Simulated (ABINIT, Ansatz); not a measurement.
Planning a run of Ansatz 0.2.0 on CdS (Hawleyite). The input:

```yaml
crystal:
  lattice:
    - [0.0, 2.9165, 2.9165]
    - [2.9165, 0.0, 2.9165]
    - [2.9165, 2.9165, 0.0]
  atoms:
    - { symbol: Cd, position: [0.0, 0.0, 0.0] }
    - { symbol: S, position: [0.25, 0.25, 0.25] }
kpoints:
  mp_grid: { grid: [4, 4, 4] }
hamiltonian:
  xc: pbe
  pseudopotentials: { kind: nc, accuracy: standard }
scf:
  occupations: { method: fixed }
gw:
  n_empty_bands: 129
  ecut_chi: 176.87
  qp_bands: [v2, c2]
  qp_kpoints: [[0.0, 0.0, 0.0]]
  screening: { model: contour_deformation }
  pair_densities: pseudo
basis:
  ecutwfc: 1278.94
```

```sh
ansatz run input.yaml --threads 4 --pin off --max-ram 14745MiB --backend cpu --events-out ev --progress --plain --runs-dir out
```

**Question.** Estimate wall time and host memory on 4 threads of Arm Neoverse V2, shared host.

It took 20 s; on shared hardware allow 10 s to 40 s. Peak host memory was 0.92 GiB. The sizes that set the cost: 5065 plane waves a state, 8 irreducible k points, 283 plane waves in the screening and 7 SCF cycles.

The screening grows as filled bands × empty bands × pairs of k points, times the square of the screening basis for the matrix.

[Paths, hosts, dates, memory and timing lines, banners, echoed tables and standing remarks are left out of the program output.]

[Logs are printed without paths, hosts, clocks, repeated set-up lines and the standing remarks that a program may print on its own settings, such as how far it seeks lower states.]

[Runs of the session that timed out or met a known fault of the program may be left out.]

[Hosts, paths, dates, database ids (printed as entryN), source tags and the programs' standing remarks are cut or masked in the printed files.]

[G0W0 gaps are taken among the corrected bands and points alone; a level outside them can change the order at an edge.]

[Where Ansatz stands beside ABINIT at settings called matched, ABINIT's density can come from a denser mesh and the files from another edition; pairs whose starting gaps differed by over 0.03 eV were left out, so agreement reads better than it is.]
